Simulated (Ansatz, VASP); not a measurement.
**CoO in VASP and in Ansatz**

```
Co O
1.0
     1.50547    0.86918    2.43993
    -1.50547    0.86918    2.43993
     0.00000   -1.73837    2.43993
Co O
1 1
Direct
  0.00000 0.00000 0.00000
  0.50000 0.50000 0.50000
```

The cell is a database's computed one.

Alike in both runs: task single point; functional PBE; k mesh 10 × 10 × 10; collinear spin.

|  | VASP | Ansatz |
| --- | --- | --- |
| version | VASP 6.6.1 | Ansatz 0.2.0 |
| potentials or method | VASP PAW PBE potentials, release 64 (Co, O) | plane waves, PAW |
| plane-wave cutoff (eV) | 520 | 510 |
| occupations | fermi-dirac, width 0.1 eV | fermi-dirac |
| valence electrons in the cell | 15 | 23 |

Ansatz gave:

* gap on the k mesh at the Fermi level (eV): none
* net moment per atom (μB): 1.43
* size of the moment on the site where the two differ most (μB): 2.44

Which values does VASP return?

gap on the k mesh at the Fermi level (eV): none; net moment per atom (μB): 1.41; size of the moment on the site where the two differ most (μB): 2.50.

Site moments also hang on the region over which each program counts them. A gap of «none» marks a metal or a gap that the smearing closes. The two sets of potentials don't hold the same shells in valence. Ansatz warned: «given_moment_on_shells».

Caveats: a cell with one magnetic atom can't hold antiferromagnetic order, which such compounds often take; semilocal functionals often make such compounds metallic where correlation or magnetic order opens a gap, which also shifts bond lengths.
